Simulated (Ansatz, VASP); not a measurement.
Two plane-wave programs on PbO (Litharge)

```xyz
4
Lattice="4.0425 0.0000 0.0000 0.0000 4.0425 0.0000 0.0000 0.0000 5.0759" Properties=species:S:1:pos:R:3 pbc="T T T"
Pb    2.0213    0.0000    3.8577
Pb    0.0000    2.0213    1.2182
O     2.0213    2.0213    0.0000
O     0.0000    0.0000    0.0000
```

Change from the starting cell: volume scaled by 1.04.

Alike in both runs: task single point; functional PBE; k mesh 7 × 7 × 6; occupations fermi-dirac, width 0.05 eV; no spin polarisation.

```csv
,VASP,Ansatz
version,VASP 6.6.1,Ansatz 0.2.0
potentials or method,"VASP PAW PBE potentials, release 64 (Pb_d, O)",Ansatz PAW
plane-wave cutoff (eV),520,420
valence electrons in the cell,40,40
```

|  | VASP | Ansatz | Ansatz less VASP |
| --- | --- | --- | --- |
| gap on the k mesh at the Fermi level (eV) | 1.47 | 1.46 | -0.007 |
| least direct gap on the mesh (eV) | 2.27 | 2.27 | -0.001 |
| pressure (GPa) | -0.1 | -0.2 | -0.05 |
| largest component of the traceless stress (GPa) | 0.45 | 0.44 | -0.016 |
| rms of the force components (eV/Å) | 0.187 | 0.201 | +0.0139 |

Atom by atom the forces differ by 0.014 eV/Å (rms over components). With one functional, cell and mesh, what is left measures potentials, basis and numerics.

Caveats: spin-orbit coupling is left out, which as a rule narrows the gap of such compounds by several tenths of an eV; an odd mesh through Γ misses points on the zone boundary, where band edges often lie (VASP); odd divisions of the mesh miss points on the zone boundary, where band edges often lie, so the gap on the mesh can be too wide (Ansatz).
